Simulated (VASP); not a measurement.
# SnO2 (Pmmm) in VASP: equation of state

How stiff is SnO2 in PBE, and what volume does it want? The cell is scaled to several volumes.

All numbers are computed with VASP 6.6.1; they aren't measurements. Logs are shortened: lines on timing, memory, paths and dates and some standing lists are left out, and cuts for length are marked.

### Step 1. Starting point

It takes space group Pmmm (No. 47, orthorhombic). The conventional cell has a = 3.023 Å, b = 4.965 Å, c = 5.977 Å, α = 90.00°, β = 90.00°, γ = 90.00°. Sn (site symmetry mmm) is surrounded by 4 O at 2.02 Å. O (site symmetry mm2) has 2 Sn at 2.02 Å as nearest neighbours.

The cell was built by a generator and needn't be a form met in nature.

### Step 2. Equation of state, PBE, 28.11 Å³/atom (volume scaled by 0.94)

The input, INCAR:

```
PREC = Accurate
ENCUT = 520
EDIFF = 1E-7
ISMEAR = -1
SIGMA = 0.05
LREAL = False
LASPH = True
NELM = 80
ALGO = Normal
ISIF = 2
LWAVE = False
LCHARG = False
GGA = PE
NBANDS = 20
```

The input, KPOINTS:

```
Automatic mesh
0
Gamma
  9 6 5
```

The input, POSCAR:

```
SnO2
1.0
    2.9615532949      0.0000000000      0.0000000000
    0.0000000000      4.8633315622      0.0000000000
    0.0000000000      0.0000000000      5.8549469883
Sn O
1 2
Direct
    0.5000000000      0.5000000000      0.0000000000
    0.0000000000      0.5000000000      0.7757200000
    0.0000000000      0.5000000000      0.2242800000
```

Potentials or basis: VASP PAW PBE potentials, release 64 (Sn_d, O).

Command:

```sh
$ cat potpaw_PBE.64/Sn_d/POTCAR potpaw_PBE.64/O/POTCAR > POTCAR
$ mpirun -np 1 vasp_std > vasp.out
```

OUTCAR:

```text
PREC = Accurate
   ENCUT = 520
   EDIFF = 1E-7
   ISMEAR = -1
   LREAL = False
   LASPH = True
   NELM = 80
   ISIF = 2
   GGA = PE

 Found     60 irreducible k-points:

 Following reciprocal coordinates:
            Coordinates               Weight
  0.000000  0.000000  0.000000      1.000000
  0.111111  0.000000  0.000000      2.000000
  0.222222  0.000000  0.000000      2.000000
  0.333333  0.000000  0.000000      2.000000
  0.444444  0.000000  0.000000      2.000000
  0.000000  0.166667  0.000000      2.000000
   k-points           NKPTS =     60   k-points in BZ     NKDIM =     60   number of bands    NBANDS=     20
   number of dos      NEDOS =    301   number of ions     NIONS =      3
   total plane-waves  NPLWV =  41472
   dimension x,y,z NGX =    24 NGY =   36 NGZ =   48
   dimension x,y,z NGXF=    48 NGYF=   72 NGZF=   96
   ions per type =               1   2
   NGX,Y,Z   is equivalent  to a cutoff of  13.47, 12.31, 13.63 a.u.
   NGXF,Y,Z  is equivalent  to a cutoff of  26.94, 24.61, 27.26 a.u.
 SYSTEM =  unknown system
   PREC   = accura    normal or accurate (medium, high low for compatibility)
   ISTART =      0    job   : 0-new  1-cont  2-samecut
   ICHARG =      2    charge: 1-file 2-atom 10-const
   ISPIN  =      1    spin polarized calculation?
   LNONCOLLINEAR =      F non collinear calculations
   LSORBIT =      F    spin-orbit coupling
   LASPH  =      T    aspherical Exc in radial PAW
   ENCUT  =  520.0 eV  38.22 Ry    6.18 a.u.   5.51  9.04 10.89*2*pi/ulx,y,z
   NELM   =     80;   NELMIN=  2; NELMDL= -5     # of ELM steps
   EDIFF  = 0.1E-06   stopping-criterion for ELM
   LREAL  =      F    real-space projection
   EDIFFG = 0.1E-05   stopping-criterion for IOM
   NSW    =      0    number of steps for IOM
   IBRION =     -1    ionic relax: 0-MD 1-quasi-New 2-CG
   NFREE  =      0    steps in history (QN), initial steepest desc. (CG)
   ISIF   =      2    stress and relaxation
   ISYM   =      2    0-nonsym 1-usesym 2-fastsym
   POTIM  = 0.5000    time-step for ionic-motion
   TEBEG  =    0.0;   TEEND  =   0.0 temperature during run
   PSTRESS=    0.0 pullay stress
   NELECT =      26.0000    total number of electrons
   NUPDOWN=      -1.0000    fix difference up-down
   EMIN   =  10.00;   EMAX   =-10.00  energy-range for DOS
   EFERMI =   0.00;   METHOD = LEGACY
   ISMEAR =    -1;   SIGMA  =   0.05  broadening in eV -4-tet -1-fermi 0-gaus
   EFERMI_NEDOS =   21; number of points for ismear=-14 and -15
   IALGO  =     38    algorithm
   IMIX   =      4    mixing-type and parameters
     AMIX     =   0.40;   BMIX     =  1.00
     AMIX_MAG =   1.60;   BMIX_MAG =  1.00
  volume/ion in A,a.u.               =      28.11       189.69
  Fermi-wavevector in a.u.,A,eV,Ry     =   1.105963  2.089966 16.642014  1.223153
  Thomas-Fermi vector in A             =   2.242457
   LORBIT       =      0    0 simple, 1 ext, 2 COOP (PROOUT), +10 PAW based schemes
   GGA     = PE    functional components
   LHFCALC =     F    Hartree Fock is set to
   AEXX    =    0.0000 exact exchange contribution
   IVDW    =     0    specifies the selected vdW correction
   LEPSILON=     F    determine dielectric tensor
   LRPA    =     F    only Hartree local field effects (RPA)
 non-spin polarized calculation
  energy-cutoff  :      520.00
  volume of cell :       84.33
 maximum number of plane-waves:      2296
 NGX is ok and might be reduce to    24
   NGX = 11   NGY = 19   NGZ = 21

 number of electron      25.9999993 magnetization

 Free energy of the ion-electron system (eV)
  ---------------------------------------------------
  ext. energy  EPLUGINS =         0.00000000
  ---------------------------------------------------
  free energy    TOTEN  =       -16.04919104 eV

  energy without entropy =      -16.04919096  energy(sigma->0) =      -16.04919100

 E-fermi :  -0.1998     XC(G=0):  -6.5553

 val. band max:       -0.9185151935   @ k =   0.4444   0.5000   0.0000
 cond. band min:       0.3946379431   @ k =   0.0000   0.0000   0.0000
 fundamental gap:      1.3131531366
 Fermi energy:        -0.1997815386

 k-point     1 :       0.0000    0.0000    0.0000
  band No.  band energies     occupation
      1     -22.4552      2.00000
      2     -21.4991      2.00000
      3     -21.4052      2.00000
      4     -21.3339      2.00000
      5     -21.3251      2.00000
      6     -18.2931      2.00000
[... 12 lines left out ...]
     19      10.5573      0.00000
     20      11.3505      0.00000

 k-point     2 :       0.1111    0.0000    0.0000
  band No.  band energies     occupation
      1     -22.3591      2.00000
      2     -21.5212      2.00000
      3     -21.4950      2.00000
      4     -21.4280      2.00000
      5     -21.3004      2.00000
      6     -18.2855      2.00000
[... 12 lines left out ...]
     19      10.9169      0.00000
     20      11.2769      0.00000

 k-point     3 :       0.2222    0.0000    0.0000
  band No.  band energies     occupation
      1     -22.1155      2.00000
      2     -21.9095      2.00000
      3     -21.4851      2.00000
      4     -21.4845      2.00000
      5     -21.2257      2.00000
      6     -18.2679      2.00000
[... 12 lines left out ...]
     19       9.8784      0.00000
     20      11.6841      0.00000

 k-point     4 :       0.3333    0.0000    0.0000
  band No.  band energies     occupation
      1     -22.2625      2.00000
      2     -21.8512      2.00000
      3     -21.5491      2.00000
      4     -21.4726      2.00000
      5     -21.1021      2.00000
      6     -18.2521      2.00000
[... 12 lines left out ...]
     19       9.8557      0.00000
     20      11.4806      0.00000

 k-point     5 :       0.4444    0.0000    0.0000
  band No.  band energies     occupation
      1     -22.4611      2.00000
      2     -21.7002      2.00000
      3     -21.5903      2.00000
      4     -21.4648      2.00000
      5     -20.9817      2.00000
      6     -18.2456      2.00000
[... 12 lines left out ...]
     19      11.0993      0.00000
     20      11.2352      0.00000

 k-point     6 :       0.0000    0.1667    0.0000
  band No.  band energies     occupation
      1     -22.4550      2.00000
      2     -21.4993      2.00000
      3     -21.4052      2.00000
      4     -21.3339      2.00000
      5     -21.3249      2.00000
      6     -18.2905      2.00000
[... 12 lines left out ...]
     19       9.9944      0.00000
     20      10.9761      0.00000

 [... further k-points ...]
[... 5 lines left out ...]
  --------------------------------------------------------------------------------------
  -------------------------------------------------------------------------------------
  Total        4.5956808      0.2586596      3.0548154      0.0000000      0.0000000      0.0000000
  in kB       87.3140307      4.9143120     58.0388974      0.0000000      0.0000000      0.0000000
  external PRESSURE =      50.0890801 kB  Pullay stress =       0.0000000 kB

 VOLUME and BASIS-vectors are now :
 -----------------------------------------------------------------------------
  energy-cutoff  :      520.00
  volume of cell :       84.33
      direct lattice vectors                 reciprocal lattice vectors
     2.961553295  0.000000000  0.000000000     0.337660646  0.000000000  0.000000000
     0.000000000  4.863331562  0.000000000     0.000000000  0.205620363  0.000000000
     0.000000000  0.000000000  5.854946988     0.000000000  0.000000000  0.170795739

 POSITION                                       TOTAL-FORCE (eV/Angst)
 -----------------------------------------------------------------------------------
      1.48078      2.43167      0.00000         0.000000     -0.000000      0.000000
      0.00000      2.43167      4.54180         0.000000      0.000000     -1.056923
      0.00000      2.43167      1.31315         0.000000     -0.000000      1.056923
 -----------------------------------------------------------------------------------
    total drift:                                0.000000     -0.000000     -0.000000

  FREE ENERGIE OF THE ION-ELECTRON SYSTEM (eV)
  ---------------------------------------------------
  free  energy   TOTEN  =       -16.0491910423 eV

  energy  without entropy=      -16.0491909601  energy(sigma->0) =      -16.04919100
```

Wall time 32 s (1 thread of Intel Xeon 6975P-C (Granite Rapids), shared host); peak memory 0.24 GiB.

Results:

```yaml
Free_energy: -16.0492 eV
Pressure: 5.0 GPa
Largest_force: 1.057 eV/Å
Band_gap_on_the_k_mesh: 1.31 eV, indirect (least direct gap 1.86 eV)
```

Caveat: spin-orbit coupling is left out, which moves the levels of the heavy elements; an odd mesh through Γ misses points on the zone boundary, where band edges often lie; forces of over 1 eV/Å show positions far from the minimum, so gaps and moduli don't describe the material at rest.

### Step 3. Equation of state, PBE, 28.71 Å³/atom (volume scaled by 0.96)

The input, INCAR:

```
SYSTEM = SnO2
ALGO = Normal
EDIFF = 1E-7
ENCUT = 520
GGA = PE
ISIF = 2
ISMEAR = -1
LASPH = .True.
LCHARG = .False.
LREAL = .False.
LWAVE = .False.
NBANDS = 20
NELM = 80
PREC = Accurate
SIGMA = 0.05
```

The input, KPOINTS:

```
k-points
0
Gamma
  9 6 5
  0 0 0
```

The input, POSCAR:

```
SnO2
1.0
    2.9824099912      0.0000000000      0.0000000000
    0.0000000000      4.8975815045      0.0000000000
    0.0000000000      0.0000000000      5.8961803679
Sn O
1 2
Direct
    0.5000000000      0.5000000000      0.0000000000
    0.0000000000      0.5000000000      0.7757200000
    0.0000000000      0.5000000000      0.2242800000
```

Potentials or basis: VASP PAW PBE potentials, release 64 (Sn_d, O).

Command:

```sh
$ cat potpaw_PBE.64/Sn_d/POTCAR potpaw_PBE.64/O/POTCAR > POTCAR
$ mpirun -np 1 vasp_std > vasp.out
```

It took 32 s on 1 thread of Intel Xeon 6975P-C (Granite Rapids), shared host; peak memory 0.24 GiB.

The run converged. Its results:

* Free energy: -16.0974 eV
* Pressure: 3.4 GPa
* Largest force: 0.709 eV/Å
* Band gap on the k mesh: 1.31 eV, indirect (least direct gap 1.86 eV)

Caveat: spin-orbit coupling is left out, which moves the levels of the heavy elements; an odd mesh through Γ misses points on the zone boundary, where band edges often lie.

[end of part 1 of 2]
